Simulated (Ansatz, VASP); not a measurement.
## Two plane-wave programs on V

INCAR

```
  PREC = Accurate
  ENCUT = 600
  EDIFF = 1E-7
  ISMEAR = -1
  SIGMA = 0.1
  LREAL = False
  LASPH = True
  NELM = 100
  ALGO = Fast
  ISIF = 3
  LWAVE = False
  LCHARG = False
  GGA = RP
  IBRION = 2
  NSW = 80
  EDIFFG = -0.01
```

File KPOINTS:

```
regular mesh
0
Gamma
  13 13 13
```

File POSCAR:

```
V
1.0
    2.4625196618      0.0000000000      0.0000000000
    0.0000000000      2.4625196618      0.0000000000
    0.0000000000      0.0000000000      2.4625196618
V
1
Direct
    0.0000000000      0.0000000000      0.0000000000
```

Input for Ansatz:

```yaml
crystal:
  lattice:
    - [2.4625196618, 0.0, 0.0]
    - [0.0, 2.4625196618, 0.0]
    - [0.0, 0.0, 2.4625196618]
  atoms:
    - { symbol: V, position: [0.0, 0.0, 0.0] }
hamiltonian:
  xc: rpbe
  pseudopotentials:
    kind: paw
    azcp:
      V: "pseudopotentials/V.paw.azcp"
basis:
  ecutwfc: 420
  fft_grid_basis: typed
kpoints:
  mp_grid: { grid: [13, 13, 13], shift: [0, 0, 0] }
magnetization:
  spin_polarized: false
scf:
  occupations: { method: fermi_dirac, width: 0.1 }
relax:
  max_steps: 60
  f_tol: 0.01
  cell: {}
```

The cell was built by a generator and needn't be a form met in nature.

Alike in both runs: task relaxation of cell and atoms; functional RPBE; k mesh 13 × 13 × 13; occupations fermi-dirac, width 0.1 eV; no spin polarisation.

|  | VASP | Ansatz |
| --- | --- | --- |
| version | VASP 6.6.1 | Ansatz 0.2.0 |
| potentials or method | VASP PAW PBE potentials, release 64 (V_sv) | plane waves (420 eV) with PAW, scalar-relativistic |
| plane-wave cutoff (eV) | 600 | 420 |
| valence electrons in the cell | 13 | 13 |

|  | VASP | Ansatz | Ansatz less VASP |
| --- | --- | --- | --- |
| relaxed volume (Å³/atom) | 15.10 | 15.07 | -0.030 |
| relaxed cell length with the largest relative difference (Å) | 2.472 | 2.470 | -0.0016 |

Caveats: the PAW data sets were made with another functional, which shifts forces and pressure a little (VASP).
